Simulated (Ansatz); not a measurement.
Input and output for SnSe (rocksalt type): DFT, PBE, all-electron LAPW, scalar-relativistic (Ansatz 0.2.0). This run: volume at 0.72 of the series' base cell.

The cell comes from a relaxation on PAW files under the same functional, begun from a prototype that needn't be the stable phase.

Command: `ansatz run input.yaml --threads 1 --pin off --max-ram 2048MiB --backend cpu --events-out ev --progress --plain --runs-dir out` It took 31 s on 1 thread of Arm Neoverse V2 (shared host), peak memory 0.49 GiB.

```yaml
crystal:
  lattice:
    - [0.0, 2.7165808426, 2.7165808426]
    - [2.7165808426, 0.0, 2.7165808426]
    - [2.7165808426, 2.7165808426, 0.0]
  atoms:
    - { symbol: Sn, position: [0.0, 0.0, 0.0] }
    - { symbol: Se, position: [0.5, 0.5, 0.5] }
kpoints:
  mp_grid: { grid: [14, 14, 14] }
scf:
  occupations: { method: fermi_dirac, width: 0.1 }
hamiltonian:
  xc: pbe
  pseudopotentials: { kind: all_electron, lapw: { basis_error: 0.001 } }
output:
  forces: true
  stress: true
  eigenvalues: true
  populations: true
```

Output:

```
Sn: projections on atomic orbitals take those of the free atom 1s2 2s2 2p6 3s2 3p6 3d10 4s2 4p6 4d10 5s2 5p2, of charge +0.00 (hamiltonian.pseudopotentials.projection_atoms)
Se: projections on atomic orbitals take those of the free atom 1s2 2s2 2p6 3s2 3p6 3d10 4s2 4p4, of charge +0.00 (hamiltonian.pseudopotentials.projection_atoms)
LAPW: plane waves up to 8.113 Å⁻¹, error target 1.0e-3 eV per atom; small_component_spin mean_spin; Se in spheres of 1.303 Å, 24 of its electrons in bands, Dirac shells []; Sn in spheres of 1.413 Å, 22 of its electrons in bands, Dirac shells [] (how accurate: hamiltonian.pseudopotentials.lapw.basis_error, Limitations)
Engine: ansatz 0.2.0
Pseudopotentials: kind: all_electron
Pseudopotential: Sn, LAPW, valence charge 22, lapw/all_electron/scalar/gaussian/Sn, Koelling and Harmon's equation, gaussian nucleus
Pseudopotential: Se, LAPW, valence charge 24, lapw/all_electron/scalar/gaussian/Se, Koelling and Harmon's equation, gaussian nucleus
Functional definition: PBE
  parameter kappa = 0.804
  parameter beta = 0.06672455060314922
  exchange = pbe_x(kappa = kappa, mu = beta*pi^2/3)
  correlation = pbe_c(beta = beta)
Crystal: 2 atoms, lattice volume = 40.096 Å³
Basis set: ecut = 250.74683598479035 eV, 339 PW (Γ), exchange–correlation at level 2
Bands: 28, of which v1, the nominal top of the filled ones, is band 23 counted from 1 (22 counted from 0)
Symmetry: 48 space group operations
Space group: Fm-3m (ITA 225), of the structure as read, at distance tolerance 3.4e-5 Å
k-points: 104 of 2744
Non-local potential: Sn, projectors of the file, none
Non-local potential: Se, projectors of the file, none
Initial density: superposition of atomic densities (chi_scale 0.1, normalization cell, long waves kept (reshape's long-wave potential 0.00 eV rms))
Initial wavefunctions: plane waves of lowest kinetic energy (no species holds an atomic orbital)
Functional: x = pbe(κ = 0.804, μ = 0.2195149727645171), c = pbe(β = 0.06672455060314922)
iter 1 solved again at ethr=6.07e-4 eV; its pass at ethr=1.00e-1 eV (dr2=2.79e-1 eV) is discarded
SCF iter   1: F=—  HF=-234214.887054 eV  |F-HF|=—  |Δ(HF+E_count)|=         —  Δρ=2.08e-2  dr2=2.79e-1  ethr=6.07e-4  ⟨swp⟩=2.4  Hψ=18617  notcnv=0
preconditioner: auto → Kerker (q_TF=auto, 2.791 Å⁻¹)  [metal: Δε(μ)=0.078 eV  Ē_g=19.470 eV  σ=0.100 eV  W_gap=0.19  n_scr=14 (ndim 8)  ℏωp=26.2 eV  f_vac=0.000  D(μ)=0.31/eV (n_scr^D=0)]
SCF iter   2: F=—  HF=-234214.825673 eV  |F-HF|=—  |Δ(HF+E_count)|=   6.14e-2  Δρ=1.35e-2  dr2=1.17e-1  ethr=6.07e-4  ⟨swp⟩=2.0  Hψ=8362  notcnv=0
SCF iter   3: F=—  HF=-234214.809127 eV  |F-HF|=—  |Δ(HF+E_count)|=   1.65e-2  Δρ=6.17e-3  dr2=2.65e-2  ethr=2.55e-4  ⟨swp⟩=2.0  Hψ=8373  notcnv=0
iter 4 solved again at ethr=2.21e-6 eV; its pass at ethr=5.76e-5 eV (dr2=1.01e-3 eV) is discarded
SCF iter   4: F=—  HF=-234214.810889 eV  |F-HF|=—  |Δ(HF+E_count)|=   1.76e-3  Δρ=1.43e-3  dr2=1.01e-3  ethr=2.21e-6  ⟨swp⟩=2.0  Hψ=14347  notcnv=0
SCF iter   5: F=—  HF=-234214.808773 eV  |F-HF|=—  |Δ(HF+E_count)|=   2.12e-3  Δρ=6.66e-4  dr2=1.49e-4  ethr=2.20e-6  ⟨swp⟩=2.3  Hψ=8393  notcnv=0
SCF iter   6: F=—  HF=-234214.808890 eV  |F-HF|=—  |Δ(HF+E_count)|=   1.17e-4  Δρ=2.58e-4  dr2=2.51e-5  ethr=3.24e-7  ⟨swp⟩=3.0  Hψ=8649  notcnv=0
SCF iter   7: F=—  HF=-234214.808905 eV  |F-HF|=—  |Δ(HF+E_count)|=   1.43e-5  Δρ=9.58e-5  dr2=4.94e-6  ethr=5.46e-8  ⟨swp⟩=3.0  Hψ=8773  notcnv=0
SCF iter   8: F=—  HF=-234214.808907 eV  |F-HF|=—  |Δ(HF+E_count)|=   2.35e-6  Δρ=3.79e-5  dr2=1.01e-6  ethr=1.07e-8  ⟨swp⟩=3.0  Hψ=8801  notcnv=0
SCF iter   9: F=-234214.808907 eV  HF=-234214.808907 eV  |F-HF|=5.18e-9  |Δ(HF+E_count)|=   5.25e-8  Δρ=1.11e-5  dr2=6.62e-8  ethr=2.19e-9  ⟨swp⟩=2.6  Hψ=8420  notcnv=0
SCF 1 converged in 9 iterations: F = -234214.808907 eV  dr2 = 6.62e-8
SCF converged after 9 iterations
Free energy (F): -234214.808907 eV
Harris-Foulkes:  -234214.808907 eV  (|F-HF|=5.18e-9)
Internal energy: -234214.798521 eV  (E = F + TS)
E sigma→0 (E₀):  -234214.803714 eV
Entropy (-TS):   -0.010386 eV (-5.193 meV/atom)
Fermi energy:    17.052401 eV
--- Per-component energies (eV) ---
  E_band       = -2087.274287
  E_kinetic    = 244499.245651
  E_xc         = -6898.008561
  E_electrostatic = -471816.035612  (all electrons and nuclei)
  E_smearing   = -0.010386  (= −TS)
  E_closure    = 0.000000  (closes the sum)
  E_atoms      = -234207.782353  (free atoms, spherical and without spin; not in F)
  Σ components = -234214.808907   (vs F -234214.808907, Δ=0.00e0)
  Basis errors (estimates in eV, not in F): energy 3.6e-4 per atom: plane waves 3.2e-4 (1.7e-4 summed), levels above the bands 1.6e-25, relativity 3.1e-8, radial functions 4.4e-5, core shells 3.3e-8; eigenvalues (radial functions only) 3.5e-6; not estimated: angular momenta, meshes, grids; target (lapw.basis_error) 1.0e-3; muffin-tin radii Se 1.303 Å, Sn 1.413 Å
--- Forces (eV/Å), atoms counted from 1 ---
  atom   1  Sn     0.00000000     0.00000000    -0.00000000
  atom   2  Se     0.00000000    -0.00000000     0.00000000
  max |Σ_I F_I| component: 1.21e-30 eV/Å
--- Stress (GPa, compression-positive) ---
       31.832274       0.000000      -0.000000
        0.000000      31.832274       0.000000
       -0.000000       0.000000      31.832274
  P = ⅓ Tr σ = 31.8323 GPa (318.323 kbar)
--- Band table (eV; the first three rows and the last of 104) ---
  k-point 0: bands = ["-192.2720", "-131.7419", "-131.7419", "-131.7419", "-113.0559", "-68.8545", "-68.8545", "-68.8545", "-31.9718", "-31.9718", "-31.9670", "-31.9670", "-31.9670", "-5.1823", "-5.1823", "-5.1652", "-5.1652", "-5.1652", "0.2033", "12.8913", "13.4605", "13.4605", "13.4605", "22.0596", "22.0596", "22.0596", "22.1776", "22.1776"]
  k-point 1: bands = ["-192.2720", "-131.7419", "-131.7419", "-131.7419", "-113.0559", "-68.8546", "-68.8545", "-68.8545", "-31.9718", "-31.9718", "-31.9670", "-31.9670", "-31.9670", "-5.1835", "-5.1835", "-5.1650", "-5.1636", "-5.1636", "0.2629", "11.9445", "13.4690", "13.4690", "14.3240", "21.2722", "21.5366", "21.5366", "22.3420", "22.3420"]
  k-point 2: bands = ["-192.2720", "-131.7419", "-131.7419", "-131.7419", "-113.0559", "-68.8546", "-68.8546", "-68.8546", "-31.9718", "-31.9718", "-31.9669", "-31.9669", "-31.9669", "-5.1877", "-5.1877", "-5.1646", "-5.1583", "-5.1583", "0.4388", "10.7411", "13.4968", "13.4968", "15.2561", "20.4086", "20.5907", "20.5907", "22.4489", "22.7375"]
  k-point 103: bands = ["-192.2720", "-131.7419", "-131.7419", "-131.7419", "-113.0559", "-68.8548", "-68.8548", "-68.8547", "-31.9719", "-31.9715", "-31.9668", "-31.9666", "-31.9662", "-5.2865", "-5.1829", "-5.1589", "-5.1396", "-5.1041", "2.7428", "8.5659", "9.5144", "10.0646", "15.6668", "18.8347", "20.9107", "22.2752", "25.1257", "26.0455"]
--- Löwdin populations: 2 sites ---
  site symbol       q [e]
     0     Sn     49.8315
     1     Se     34.0818
  spilling = 0.001032 (of n_electrons = 84.000000)
```

populations.tsv:

```
# site	symbol	l	j	q
# orbitals = lowdin
# n_electrons = 84.000000
# spilling = 0.001032
# projection_atom_Sn: 1s2 2s2 2p6 3s2 3p6 3d10 4s2 4p6 4d10 5s2 5p2
# projection_atom_Se: 1s2 2s2 2p6 3s2 3p6 3d10 4s2 4p4
0	Sn	0_1S	-	2.000000
0	Sn	0_2S	-	1.999982
0	Sn	0_3S	-	1.999729
0	Sn	0_4S	-	1.996167
0	Sn	0_5S	-	1.733315
0	Sn	1_2P	-	6.000000
0	Sn	1_3P	-	5.999969
0	Sn	1_4P	-	5.996273
0	Sn	1_5P	-	2.110187
0	Sn	2_3D	-	10.000000
0	Sn	2_4D	-	9.995884
1	Se	0_1S	-	1.999993
1	Se	0_2S	-	1.999683
1	Se	0_3S	-	1.993340
1	Se	0_4S	-	1.751232
1	Se	1_2P	-	5.999994
1	Se	1_3P	-	5.998136
1	Se	1_4P	-	4.340307
1	Se	2_3D	-	9.999152
```

Next run (volume at 0.64 of the series' base cell), as changes to the input before:

```diff
   lattice:
-    - [0.0, 2.7165808426, 2.7165808426]
-    - [2.7165808426, 0.0, 2.7165808426]
-    - [2.7165808426, 2.7165808426, 0.0]
+    - [0.0, 2.611991702, 2.611991702]
+    - [2.611991702, 0.0, 2.611991702]
+    - [2.611991702, 2.611991702, 0.0]
   atoms:
```

Results part of the output:

```
SCF 1 converged in 9 iterations: F = -234213.615752 eV  dr2 = 3.51e-8
SCF converged after 9 iterations
Free energy (F): -234213.615752 eV
Harris-Foulkes:  -234213.615752 eV  (|F-HF|=7.86e-10)
Internal energy: -234213.600605 eV  (E = F + TS)
E sigma→0 (E₀):  -234213.608179 eV
Entropy (-TS):   -0.015148 eV (-7.574 meV/atom)
Fermi energy:    19.787739 eV
--- Per-component energies (eV) ---
  E_band       = -1978.774966
  E_kinetic    = 244511.316491
  E_xc         = -6900.583416
  E_electrostatic = -471824.333679  (all electrons and nuclei)
  E_smearing   = -0.015148  (= −TS)
  E_closure    = 0.000000  (closes the sum)
  E_atoms      = -234207.782353  (free atoms, spherical and without spin; not in F)
  Σ components = -234213.615752   (vs F -234213.615752, Δ=0.00e0)
  Basis errors (estimates in eV, not in F): energy 3.6e-4 per atom: plane waves 3.2e-4 (1.8e-4 summed), levels above the bands 1.3e-26, relativity 4.8e-8, radial functions 4.2e-5, core shells 1.2e-7; eigenvalues (radial functions only) 3.5e-6; not estimated: angular momenta, meshes, grids; target (lapw.basis_error) 1.0e-3; muffin-tin radii Se 1.257 Å, Sn 1.355 Å
--- Forces (eV/Å), atoms counted from 1 ---
  atom   1  Sn     0.00000000    -0.00000000     0.00000000
  atom   2  Se     0.00000000    -0.00000000     0.00000000
  max |Σ_I F_I| component: 1.74e-30 eV/Å
--- Stress (GPa, compression-positive) ---
       56.003896       0.000000       0.000000
        0.000000      56.003896       0.000000
        0.000000       0.000000      56.003896
  P = ⅓ Tr σ = 56.0039 GPa (560.039 kbar)
--- Band table (eV; the first three rows and the last of 104) ---
  k-point 0: bands = ["-189.9519", "-129.4237", "-129.4237", "-129.4237", "-110.5054", "-66.3119", "-66.3119", "-66.3119", "-29.6645", "-29.6645", "-29.6570", "-29.6570", "-29.6570", "-2.7065", "-2.7065", "-2.6780", "-2.6780", "-2.6780", "1.6834", "15.7659", "15.7659", "15.7659", "16.3498", "24.5852", "24.5852", "24.5852", "25.4013", "25.4013"]
  k-point 1: bands = ["-189.9519", "-129.4237", "-129.4237", "-129.4237", "-110.5054", "-66.3120", "-66.3119", "-66.3119", "-29.6645", "-29.6645", "-29.6570", "-29.6570", "-29.6570", "-2.7086", "-2.7086", "-2.6779", "-2.6755", "-2.6755", "1.7531", "14.6421", "15.7768", "15.7768", "17.3679", "23.9339", "24.3991", "24.3991", "25.1196", "25.1196"]
  k-point 2: bands = ["-189.9519", "-129.4237", "-129.4237", "-129.4237", "-110.5054", "-66.3121", "-66.3119", "-66.3119", "-29.6644", "-29.6644", "-29.6569", "-29.6569", "-29.6569", "-2.7157", "-2.7157", "-2.6778", "-2.6673", "-2.6673", "1.9594", "13.2440", "15.8123", "15.8123", "18.4019", "23.1445", "23.4588", "23.4588", "25.2915", "25.3876"]
  k-point 103: bands = ["-189.9519", "-129.4237", "-129.4237", "-129.4237", "-110.5054", "-66.3125", "-66.3124", "-66.3122", "-29.6646", "-29.6638", "-29.6567", "-29.6563", "-29.6556", "-2.8898", "-2.7109", "-2.6705", "-2.6399", "-2.5830", "4.9441", "10.6504", "11.2289", "11.8544", "18.5021", "21.7746", "23.4163", "25.0220", "28.7706", "29.6389"]
--- Löwdin populations: 2 sites ---
  site symbol       q [e]
     0     Sn     49.8795
     1     Se     34.0138
  spilling = 0.001271 (of n_electrons = 84.000000)
```

Next run (volume at 0.55 of the series' base cell), as changes to the input before:

```diff
   lattice:
-    - [0.0, 2.611991702, 2.611991702]
-    - [2.611991702, 0.0, 2.611991702]
-    - [2.611991702, 2.611991702, 0.0]
+    - [0.0, 2.4833200677, 2.4833200677]
+    - [2.4833200677, 0.0, 2.4833200677]
+    - [2.4833200677, 2.4833200677, 0.0]
   atoms:
   mp_grid: { grid: [14, 14, 14] }
+  band_path:
+    path:
+      - [0.0, 0.0, 0.0]
+      - [0.5, 0.0, 0.5]
+      - [0.625, 0.25, 0.625]
+      - [0.375, 0.375, 0.75]
+      - [0.0, 0.0, 0.0]
+      - [0.5, 0.5, 0.5]
+      - [0.5, 0.25, 0.75]
+      - [0.5, 0.0, 0.5]
+    npoints: 8
 scf:
   populations: true
+  dos: { projected: true, de: 0.2, e_range: [-14, 8] }
```

Results part of the output:

```
SCF 1 converged in 9 iterations: F = -234211.195930 eV  dr2 = 2.62e-8
NSCF: frozen V_eff on 57 k-points
SCF converged after 9 iterations
Free energy (F): -234211.195930 eV
Harris-Foulkes:  -234211.195930 eV  (|F-HF|=3.17e-9)
Internal energy: -234211.175720 eV  (E = F + TS)
E sigma→0 (E₀):  -234211.185825 eV
Entropy (-TS):   -0.020210 eV (-10.105 meV/atom)
Fermi energy:    23.864638 eV
--- Per-component energies (eV) ---
  E_band       = -1823.011929
  E_kinetic    = 244530.597399
  E_xc         = -6904.456021
  E_electrostatic = -471837.317098  (all electrons and nuclei)
  E_smearing   = -0.020210  (= −TS)
  E_closure    = 0.000000  (closes the sum)
  E_atoms      = -234207.782353  (free atoms, spherical and without spin; not in F)
  Σ components = -234211.195930   (vs F -234211.195930, Δ=0.00e0)
  Basis errors (estimates in eV, not in F): energy 3.6e-4 per atom: plane waves 3.2e-4 (1.7e-4 summed), levels above the bands 5.1e-27, relativity 5.0e-8, radial functions 4.3e-5, core shells 5.9e-7; eigenvalues (radial functions only) 2.0e-6; not estimated: angular momenta, meshes, grids; target (lapw.basis_error) 1.0e-3; muffin-tin radii Se 1.199 Å, Sn 1.284 Å
--- Forces (eV/Å), atoms counted from 1 ---
  atom   1  Sn     0.00000000     0.00000000    -0.00000000
  atom   2  Se     0.00000000    -0.00000000     0.00000000
  max |Σ_I F_I| component: 1.12e-30 eV/Å
--- Stress (GPa, compression-positive) ---
      103.540446      -0.000000       0.000000
       -0.000000     103.540446       0.000000
        0.000000       0.000000     103.540446
  P = ⅓ Tr σ = 103.5404 GPa (1035.404 kbar)
--- Band table (eV; the first three rows and the last of 104) ---
  k-point 0: bands = ["-186.5804", "-126.0554", "-126.0554", "-126.0554", "-106.9039", "-62.7243", "-62.7243", "-62.7243", "-26.3150", "-26.3150", "-26.3017", "-26.3017", "-26.3017", "0.7675", "0.7675", "0.8128", "0.8128", "0.8128", "3.8165", "19.1631", "19.1631", "19.1631", "21.5000", "28.2949", "28.2949", "28.2949", "29.8541", "30.0415"]
  k-point 1: bands = ["-186.5804", "-126.0554", "-126.0554", "-126.0554", "-106.9039", "-62.7244", "-62.7244", "-62.7244", "-26.3149", "-26.3149", "-26.3017", "-26.3016", "-26.3016", "0.7633", "0.7633", "0.8124", "0.8171", "0.8171", "3.8999", "18.2944", "19.1795", "19.1795", "22.2291", "27.6242", "28.2671", "28.2671", "29.4429", "29.4429"]
  k-point 2: bands = ["-186.5804", "-126.0554", "-126.0554", "-126.0554", "-106.9039", "-62.7247", "-62.7244", "-62.7244", "-26.3147", "-26.3147", "-26.3016", "-26.3014", "-26.3014", "0.7496", "0.7496", "0.8109", "0.8312", "0.8312", "4.1478", "16.7747", "19.2315", "19.2315", "23.2048", "26.9795", "27.5486", "27.5486", "29.3284", "29.3284"]
  k-point 103: bands = ["-186.5804", "-126.0554", "-126.0554", "-126.0554", "-106.9038", "-62.7257", "-62.7255", "-62.7251", "-26.3150", "-26.3133", "-26.3011", "-26.3002", "-26.2986", "0.4121", "0.7520", "0.8196", "0.8730", "0.9754", "8.2343", "13.6666", "13.7681", "14.5039", "22.6873", "26.0932", "27.0299", "28.9026", "34.0375", "34.8252"]
--- Löwdin populations: 2 sites ---
  site symbol       q [e]
     0     Sn     49.9288
     1     Se     33.9278
  spilling = 0.001707 (of n_electrons = 84.000000)
```

Spin–orbit coupling is left out, which matters for the heavy atoms.
